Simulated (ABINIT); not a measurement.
BN:

```
CELL_PARAMETERS angstrom
0.00000 1.81300 1.81300
1.81300 0.00000 1.81300
1.81300 1.81300 0.00000
ATOMIC_POSITIONS crystal
N 0.25000 0.25000 0.25000
B 0.00000 0.00000 0.00000
```

The cell is a database's computed one.

Base run:

| Quantity | Value |
| --- | --- |
| Program | ABINIT 10.8.3 (patched build) |
| Functional | SCAN |
| Potentials or basis | JTH PAW PBE v2.0 |
| Cutoff | 844 eV |
| k mesh | 13 × 13 × 13 |
| Occupations | fermi-dirac, width 0.05 eV |
| Spin | no spin polarisation |

Its results: band gap on the k mesh 5.01 eV, indirect (least direct gap 9.43 eV); pressure -4.5 GPa.

After a change of settings the same cell gave: band gap on the k mesh 4.34 eV, indirect (least direct gap 8.70 eV); pressure -6.2 GPa. Which change was it?
A. functional from SCAN to PBEsol
B. functional from SCAN to RPBE
C. functional from SCAN to r2SCAN
D. functional from SCAN to revPBE

A.

SCAN gives the wider gap, since meta-GGAs in the generalised Kohn-Sham scheme recover part of the derivative discontinuity.

Caveats: the PAW data sets were made with another functional, which shifts forces and pressure a little; an odd mesh through Γ misses points on the zone boundary, where band edges often lie.

Runs at the PBE level aren't shown here.
